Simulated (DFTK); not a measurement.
Runs of DFTK 0.8.2 on Pt. The structure is cubic, space group Fm-3m (No. 225). The conventional cell has a = 3.922 Å, b = 3.922 Å, c = 3.922 Å, α = 90.00°, β = 90.00°, γ = 90.00°. Pt (site symmetry m-3m) has 12 Pt at 2.77 Å as nearest neighbours. 

```csv
task,level,potentials or basis,k mesh,cutoff (eV),SCF solver,k mesh for the DOS,gaussian width for the DOS,mesh quality,gap on the mesh (eV),pressure (GPa),V0 of scaled cells (Å³/atom),B0 (GPa)
equation of state,PBEint,SG15 1.2 (PBE),9 × 9 × 9,952,-,-,-,not flagged,-,-,15.16,281
equation of state,PW91,dojo.nc.sr.pbe.v0_4_1.standard.upf (PBE),8 × 8 × 8,1143,-,-,-,not flagged,-,-,15.63,251
equation of state,AM05,SPMS 1.0 (PBE),9 × 9 × 9,816,-,-,-,not flagged,-,-,14.91,293
band structure,RPBE,dojo.nc.sr.pbe.v0_5.standard.upf (PBE),12 × 12 × 12,1143,-,-,-,not flagged,none,13.7,-,-
band structure,TASK,"in-house norm-conserving set (r2SCAN, scalar relativistic)",10 × 10 × 10,1143,ScfAndersonSolver,-,-,not flagged,none,5.7,-,-
density of states,BP86,SG15 1.2 (PBE),5 × 5 × 5,952,-,6 × 6 × 6,0.15 eV,coarse,none,(b),-,-
equation of state,PBEsol,SPMS 1.0 (PBE),9 × 9 × 9,816,-,-,-,not flagged,-,-,15.01,(a)
```

Alike in all rows: no spin polarisation; cell as given; smearing fermi-dirac 0.05 eV.

**Question.** Estimate the missing entries.

**Answer.** (a) 291; (b) 18.3.

Caveats: some runs use coarse meshes; the potentials were made for another functional, which shifts forces and pressure; spin-orbit coupling is left out, which moves the levels of the heavy elements (some runs); so large a pressure means that the cell lies far from this level's equilibrium, or that cutoff or potentials fall short (some runs).

A k mesh can miss the band edges, and the runs leave out spin-orbit coupling on Pt.

A gap of «none» marks a metal or a gap under the smearing width.

Runs at the PBE level aren't shown here.
